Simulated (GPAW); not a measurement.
Runs of GPAW 26.7.0 on HgTe (Coloradoite). It takes space group F-43m (No. 216, cubic). The conventional cell has a = 6.429 Å, b = 6.429 Å, c = 6.429 Å, α = 90.00°, β = 90.00°, γ = 90.00°. Hg (site symmetry -43m) is surrounded by 4 Te at 2.78 Å. Te (site symmetry -43m) is surrounded by 4 Hg at 2.78 Å. 

```tsv
task	level	potentials or basis	spin	k mesh	cutoff (eV)	smearing	maxiter	eigensolver	band path	band points	spin axis theta (degrees)	other keys	mesh quality	gap on the mesh (eV)	pressure (GPa)	V0 of scaled cells (Å³/atom)	B0 (GPa)
equation of state	PBEsol+D4	PAW data sets generated in the run's folder for this functional, pw	off	6 × 6 × 6	600	fermi-dirac 0.05 eV	150	-	-	-	-	-	not flagged	-	-	33.74	45
electron localisation function	r2SCAN	GPAW PAW data sets (gpaw-data 1.2.1), pw	off	5 × 5 × 5	510	fermi-dirac 0.01 eV	150	-	-	-	-	-	coarse	none	3.4	-	-
equation of state	PBEsol+D3(BJ)	PAW data sets generated in the run's folder for this functional, pw	off	6 × 6 × 6	600	fermi-dirac 0.05 eV	150	-	-	-	-	-	not flagged	-	-	33.26	(a)
band structure	revTPSS	GPAW PAW data sets (gpaw-data 1.2.1), pw	SOC, no magnetisation	6 × 6 × 6	600	fermi-dirac 0.05 eV	150	davidson	GXWKGLUWLK,UX	60	90	-	not flagged	-	(b)	-	-
band structure	PBE	GPAW PAW data sets (gpaw-data 1.2.1), pw	SOC, no magnetisation	6 × 6 × 6	600	fermi-dirac 0.05 eV	150	-	GXWKGLUWLK,UX	80	54.7	-	not flagged	-	4.6	-	-
single point	BHandHLYP	GPAW PAW data sets (gpaw-data 1.2.1), pw	off	3 × 3 × 3	450	fermi-dirac 0.05 eV	60	-	-	-	-	-	coarse	2.43	-	-	-
single point	PBE	GPAW PAW data sets (gpaw-data 1.2.1), pw	off	6 × 6 × 6	1200	fermi-dirac 0.05 eV	50	-	-	-	-	several, not listed	not flagged	none	4.6	-	-
```

Alike in all rows: cell as given.

Q: Estimate the missing entries.

A: (a) 48; (b) 3.0.

Caveats: some runs use coarse meshes; the PAW data sets were made with another functional, which shifts forces and pressure a little (some runs); spin-orbit coupling was added after a scalar SCF, so levels and gaps hold it while energy, forces, pressure and moments don't (some runs); this program's spin-orbit splittings come out too wide for heavy elements (some runs); the cutoff is short for stress and forces, so pressures can be off by a GPa or more (some runs); exact exchange converges slowly with the k mesh, and this mesh is small (some runs); spin-orbit coupling is left out, which moves the levels of the heavy elements (some runs).

A k mesh can miss the band edges, and rows without SOC leave out spin-orbit coupling on Hg, Te.

A gap of «none» marks a metal or a gap under the smearing width.
